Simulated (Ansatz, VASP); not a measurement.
## One calculation of TiPt3, two programs

```
Ti Pt
1.0
     3.89700    0.03897    0.03897
     0.03897    3.89700    0.03897
     0.03897    0.03897    3.89700
Ti Pt
1 3
Direct
  0.00000 0.00000 0.00000
  0.00000 0.50000 0.50000
  0.50000 0.00000 0.50000
  0.50000 0.50000 0.00000
```

Change from the starting cell: equal xy, yz and zx shear strains of +2 %, crystal datasets.

Alike in both runs: task electric field gradients; functional PBEsol; k mesh 9 × 9 × 9; occupations fermi-dirac, width 0.05 eV; no spin polarisation.

|  | VASP | Ansatz |
| --- | --- | --- |
| version | VASP 6.6.1 | Ansatz 0.2.0 |
| potentials or method | VASP PAW PBE potentials, release 64 (Ti_sv, Pt), cutoff 520 eV | all-electron PAW with datasets made for the crystal, scalar-relativistic |

Ansatz gave:

- pressure (GPa): 0.9
- largest component of the traceless stress (GPa): 3.12
- Vzz of the field gradient on the site that differs most (V/Å²): -86.1

Which values does VASP return?

Pressure (GPa): 0.6; largest component of the traceless stress (GPa): 3.11; Vzz of the field gradient on the site that differs most (V/Å²): -83.5.

Ansatz ran all-electron here, so the differences hold the error of VASP's frozen core and of both bases. Ansatz warned: «gradients_without_spin_orbit».

Caveats: the PAW data sets were made with another functional, which shifts forces and pressure a little (VASP). Spin-orbit coupling is left out, which matters for the levels of Pt.
